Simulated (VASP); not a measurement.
# Zn, elastic tensor from stress against strain: which settings are enough?

Zn, P6_3/mmc (no. 194), 2 atoms in the cell. PBE, elastic tensor from stress against strain; PAW potentials Zn (PBE set). VASP 6.6.1.

Wanted: elastic constants within 3 %.

Geometry: relaxed with this functional; Strain step: 0.005.

Elastic constants: the values given are C11, C33, C12, C13, C44, C66.

The series start from Plane-wave cutoff (eV): 410; k mesh: 22x22x10; Smearing width (eV): 0.2; Strain step: 0.005; SCF threshold (eV): 1e-7; Ions under strain: relaxed at each strain. Each series keeps the choices made before it, and each single choice may use up half of a tolerance. Times cover all steps of a run.

## Plane-wave cutoff (eV)

| Plane-wave cutoff (eV) | Elastic constants, largest deviation against the largest value | Time (s) |
|---|---|---|
| 280 | 2.2 % | 624 |
| 320 | 1.7 % | 617 |
| 360 | 0.99 % | 626 |
| 410 | 0.6 % | 918 |
| 500 (reference) | 0 % | 1424 |

## k mesh

| k mesh | Elastic constants, largest deviation against the largest value | Time (s) |
|---|---|---|
| 6x6x4 | 108 % | 85 |
| 8x8x4 | 10 % | 64 |
| 10x10x6 | 26 % | 142 |
| 14x14x6 | 35 % | 189 |
| 16x16x8 | 13 % | 319 |
| 22x22x10 | 6.7 % | 626 |
| 28x28x14 (reference) | 0 % | 1232 |

## Question

The rows run from the loosest to the tightest. For each series: choose the loosest value from which every tighter one stays within half of the tolerance.

## Answer

- Plane-wave cutoff (eV): 360
- k mesh: 28x28x14, the tightest run, since the next looser one is off by more than half of the tolerance (convergence isn't shown beyond it)

## All choices together

| Input | Elastic constants, largest deviation against the largest value | Time (s) |
|---|---|---|
| program defaults, KSPACING-like mesh of 0.5 per A (naive) | 105 % | 39 |
| chosen settings | 0.97 % | 1232 |
| reference settings throughout | 0 % | 2653 |

The chosen settings stay within the tolerance of the reference run, but the reference itself isn't shown to be converged in: k mesh, Smearing width (eV), SCF threshold (eV).

Values of the reference run: Elastic constants: 159.2, 45, 54.9, 48.3, 25.9, 52 GPa.

## The input

INCAR:
```
PREC = Accurate
ENCUT = 360
EDIFF = 1E-7
ISMEAR = 1
SIGMA = 0.2
LREAL = F
LASPH = T
ALGO = Normal
NELM = 120
LWAVE = F
LCHARG = F
GGA = PE
ISIF = 2
KPAR = 4
IBRION = 2
NSW = 30
EDIFFG = -0.002
```

KPOINTS:
```
Automatic mesh
0
Gamma
  28 28 14
  0 0 0
```

POSCAR.step1:
```
Zn
 1.0000000000000000
     2.6241090187906306    0.0000000000000000    0.0000000000000000
    -1.3120545093953153    2.2839648970535449    0.0000000000000000
     0.0000000000000000    0.0000000000000000    5.1114679425545626
 Zn
   2
Direct
  0.6666666667000029  0.3333333332999970  0.7500000000000001
  0.3333333332999970  0.6666666667000030  0.2500000000000000
```

POSCAR.step2:
```
Zn
 1.0000000000000000
     2.6504819737533500    0.0000000000000000    0.0000000000000000
    -1.3252409868766750    2.2839648970535449    0.0000000000000000
     0.0000000000000000    0.0000000000000000    5.1114679425545626
 Zn
   2
Direct
  0.6666666667000030  0.3333333332999970  0.7500000000000001
  0.3333333332999970  0.6666666667000030  0.2500000000000000
```

POSCAR.step3:
```
Zn
 1.0000000000000000
     2.6372954962719906    0.0000000000000000    0.0000000000000000
    -1.3186477481359953    2.2725450725682772    0.0000000000000000
     0.0000000000000000    0.0000000000000000    5.1114679425545626
 Zn
   2
Direct
  0.6666666667000030  0.3333333332999969  0.7500000000000001
  0.3333333332999970  0.6666666667000030  0.2500000000000000
```

POSCAR.step4:
```
Zn
 1.0000000000000000
     2.6372954962719906    0.0000000000000000    0.0000000000000000
    -1.3186477481359953    2.2953847215388126    0.0000000000000000
     0.0000000000000000    0.0000000000000000    5.1114679425545626
 Zn
   2
Direct
  0.6666666667000030  0.3333333332999969  0.7500000000000001
  0.3333333332999970  0.6666666667000030  0.2500000000000000
```

POSCAR.step5:
```
Zn
 1.0000000000000000
     2.6372954962719906    0.0000000000000000    0.0000000000000000
    -1.3186477481359953    2.2839648970535449    0.0000000000000000
     0.0000000000000000    0.0000000000000000    5.0859106028417900
 Zn
   2
Direct
  0.6666666667000030  0.3333333332999970  0.7500000000000002
  0.3333333332999970  0.6666666667000030  0.2500000000000000
```

POSCAR.step6:
```
Zn
 1.0000000000000000
     2.6372954962719906    0.0000000000000000    0.0000000000000000
    -1.3186477481359953    2.2839648970535449    0.0000000000000000
     0.0000000000000000    0.0000000000000000    5.1370252822673352
 Zn
   2
Direct
  0.6666666667000030  0.3333333332999970  0.7500000000000000
  0.3333333332999970  0.6666666667000030  0.2500000000000000
```

POSCAR.step7:
```
Zn
 1.0000000000000000
     2.6372954962719906    0.0000000000000000    0.0000000000000000
    -1.3186477481359953    2.2839648970535449   -0.0057099122426339
     0.0000000000000000   -0.0127786698563864    5.1114679425545626
 Zn
   2
Direct
  0.6666666667000030  0.3333333332999970  0.7500000000000000
  0.3333333332999970  0.6666666667000030  0.2500000000000000
```

POSCAR.step8:
```
Zn
 1.0000000000000000
     2.6372954962719906    0.0000000000000000    0.0000000000000000
    -1.3186477481359953    2.2839648970535449    0.0057099122426339
     0.0000000000000000    0.0127786698563864    5.1114679425545626
 Zn
   2
Direct
  0.6666666667000030  0.3333333332999970  0.7500000000000001
  0.3333333332999970  0.6666666667000030  0.2500000000000000
```

POSCAR.step9:
```
Zn
 1.0000000000000000
     2.6372954962719906    0.0000000000000000   -0.0065932387406800
    -1.3186477481359953    2.2839648970535449    0.0032966193703400
    -0.0127786698563864    0.0000000000000000    5.1114679425545626
 Zn
   2
Direct
  0.6666666667000030  0.3333333332999970  0.7500000000000001
  0.3333333332999970  0.6666666667000030  0.2500000000000000
```

POSCAR.step10:
```
Zn
 1.0000000000000000
     2.6372954962719906    0.0000000000000000    0.0065932387406800
    -1.3186477481359953    2.2839648970535449   -0.0032966193703400
     0.0127786698563864    0.0000000000000000    5.1114679425545626
 Zn
   2
Direct
  0.6666666667000030  0.3333333332999970  0.7500000000000001
  0.3333333332999970  0.6666666667000030  0.2500000000000000
```

POSCAR.step11:
```
Zn
 1.0000000000000000
     2.6372954962719906   -0.0065932387406800    0.0000000000000000
    -1.3243576603786291    2.2872615164238850    0.0000000000000000
     0.0000000000000000    0.0000000000000000    5.1114679425545626
 Zn
   2
Direct
  0.6666666667000030  0.3333333332999969  0.7500000000000001
  0.3333333332999970  0.6666666667000030  0.2500000000000000
```

POSCAR.step12:
```
Zn
 1.0000000000000000
     2.6372954962719906    0.0065932387406800    0.0000000000000000
    -1.3129378358933614    2.2806682776832048    0.0000000000000000
     0.0000000000000000    0.0000000000000000    5.1114679425545626
 Zn
   2
Direct
  0.6666666667000030  0.3333333332999971  0.7500000000000001
  0.3333333332999970  0.6666666667000031  0.2500000000000000
```

Commands (each step's output is kept before the next begins):
```
cat potpaw_PBE.64/Zn/POTCAR > POTCAR
cp POSCAR.step1 POSCAR
mpirun -np 4 vasp_std > vasp.out
rm WAVECAR CHG
cp POSCAR.step2 POSCAR
mpirun -np 4 vasp_std > vasp.out
rm WAVECAR CHG
cp POSCAR.step3 POSCAR
mpirun -np 4 vasp_std > vasp.out
rm WAVECAR CHG
cp POSCAR.step4 POSCAR
mpirun -np 4 vasp_std > vasp.out
rm WAVECAR CHG
cp POSCAR.step5 POSCAR
mpirun -np 4 vasp_std > vasp.out
rm WAVECAR CHG
cp POSCAR.step6 POSCAR
mpirun -np 4 vasp_std > vasp.out
rm WAVECAR CHG
cp POSCAR.step7 POSCAR
mpirun -np 4 vasp_std > vasp.out
rm WAVECAR CHG
cp POSCAR.step8 POSCAR
mpirun -np 4 vasp_std > vasp.out
rm WAVECAR CHG
cp POSCAR.step9 POSCAR
mpirun -np 4 vasp_std > vasp.out
rm WAVECAR CHG
cp POSCAR.step10 POSCAR
mpirun -np 4 vasp_std > vasp.out
rm WAVECAR CHG
cp POSCAR.step11 POSCAR
mpirun -np 4 vasp_std > vasp.out
rm WAVECAR CHG
cp POSCAR.step12 POSCAR
mpirun -np 4 vasp_std > vasp.out
```

The chosen input took VASP 6.6.1 1232 s on 4 cores (Intel Xeon Platinum 8259CL @ 2.50GHz (Skylake/Cascade Lake)), a shared host.

## An input that fails: strain smaller than the noise of the stress

It runs to its end, but against the unchanged starting input it is off by 28 % in the elastic constants.

Strain step: 0.005 becomes 0.0001.

Changes against the starting input:
```
(all steps)
- PREC = Accurate
- EDIFF = 1e-07
+ PREC = Low
+ EDIFF = 0.0001
(POSCAR.step1)
-     2.6241090187906306    0.0000000000000000    0.0000000000000000
-    -1.3120545093953153    2.2839648970535449    0.0000000000000000
+     2.6370317667223633    0.0000000000000000    0.0000000000000000
+    -1.3185158833611816    2.2839648970535449    0.0000000000000000
(POSCAR.step10)
-     2.6372954962719906    0.0000000000000000    0.0065932387406800
-    -1.3186477481359953    2.2839648970535449   -0.0032966193703400
-     0.0127786698563864    0.0000000000000000    5.1114679425545626
+     2.6372954962719906    0.0000000000000000    0.0001318647748136
+    -1.3186477481359953    2.2839648970535449   -0.0000659323874068
+     0.0002555733971277    0.0000000000000000    5.1114679425545626
-  0.6666666667000030  0.3333333332999970  0.7500000000000001
+  0.6666666667000030  0.3333333332999970  0.7500000000000000
(POSCAR.step11)
-     2.6372954962719906   -0.0065932387406800    0.0000000000000000
-    -1.3243576603786291    2.2872615164238850    0.0000000000000000
+     2.6372954962719906   -0.0001318647748136    0.0000000000000000
+    -1.3187619463808480    2.2840308294409515    0.0000000000000000
-  0.6666666667000030  0.3333333332999969  0.7500000000000001
-  0.3333333332999970  0.6666666667000030  0.2500000000000000
+  0.6666666667000030  0.3333333332999970  0.7500000000000001
+  0.3333333332999970  0.6666666667000031  0.2500000000000000
(POSCAR.step12)
-     2.6372954962719906    0.0065932387406800    0.0000000000000000
-    -1.3129378358933614    2.2806682776832048    0.0000000000000000
+     2.6372954962719906    0.0001318647748136    0.0000000000000000
+    -1.3185335498911426    2.2838989646661383    0.0000000000000000
-  0.6666666667000030  0.3333333332999971  0.7500000000000001
-  0.3333333332999970  0.6666666667000031  0.2500000000000000
+  0.6666666667000030  0.3333333332999970  0.7500000000000001
+  0.3333333332999970  0.6666666667000030  0.2500000000000000
(POSCAR.step2)
-     2.6504819737533500    0.0000000000000000    0.0000000000000000
-    -1.3252409868766750    2.2839648970535449    0.0000000000000000
+     2.6375592258216178    0.0000000000000000    0.0000000000000000
+    -1.3187796129108089    2.2839648970535449    0.0000000000000000
(POSCAR.step3)
-    -1.3186477481359953    2.2725450725682772    0.0000000000000000
+    -1.3186477481359953    2.2837365005638395    0.0000000000000000
-  0.6666666667000030  0.3333333332999969  0.7500000000000001
+  0.6666666667000030  0.3333333332999970  0.7500000000000001
(POSCAR.step4)
-    -1.3186477481359953    2.2953847215388126    0.0000000000000000
+    -1.3186477481359953    2.2841932935432503    0.0000000000000000
-  0.6666666667000030  0.3333333332999969  0.7500000000000001
+  0.6666666667000030  0.3333333332999970  0.7500000000000001
(POSCAR.step5)
-     0.0000000000000000    0.0000000000000000    5.0859106028417900
+     0.0000000000000000    0.0000000000000000    5.1109567957603073
-  0.6666666667000030  0.3333333332999970  0.7500000000000002
+  0.6666666667000030  0.3333333332999970  0.7500000000000000
(POSCAR.step6)
-     0.0000000000000000    0.0000000000000000    5.1370252822673352
+     0.0000000000000000    0.0000000000000000    5.1119790893488180
-  0.6666666667000030  0.3333333332999970  0.7500000000000000
+  0.6666666667000030  0.3333333332999970  0.7500000000000001
(POSCAR.step7)
-    -1.3186477481359953    2.2839648970535449   -0.0057099122426339
-     0.0000000000000000   -0.0127786698563864    5.1114679425545626
+    -1.3186477481359953    2.2839648970535449   -0.0001141982448527
+     0.0000000000000000   -0.0002555733971277    5.1114679425545626
(POSCAR.step8)
-    -1.3186477481359953    2.2839648970535449    0.0057099122426339
-     0.0000000000000000    0.0127786698563864    5.1114679425545626
+    -1.3186477481359953    2.2839648970535449    0.0001141982448527
+     0.0000000000000000    0.0002555733971277    5.1114679425545626
(POSCAR.step9)
-     2.6372954962719906    0.0000000000000000   -0.0065932387406800
-    -1.3186477481359953    2.2839648970535449    0.0032966193703400
-    -0.0127786698563864    0.0000000000000000    5.1114679425545626
+     2.6372954962719906    0.0000000000000000   -0.0001318647748136
+    -1.3186477481359953    2.2839648970535449    0.0000659323874068
+    -0.0002555733971277    0.0000000000000000    5.1114679425545626
```
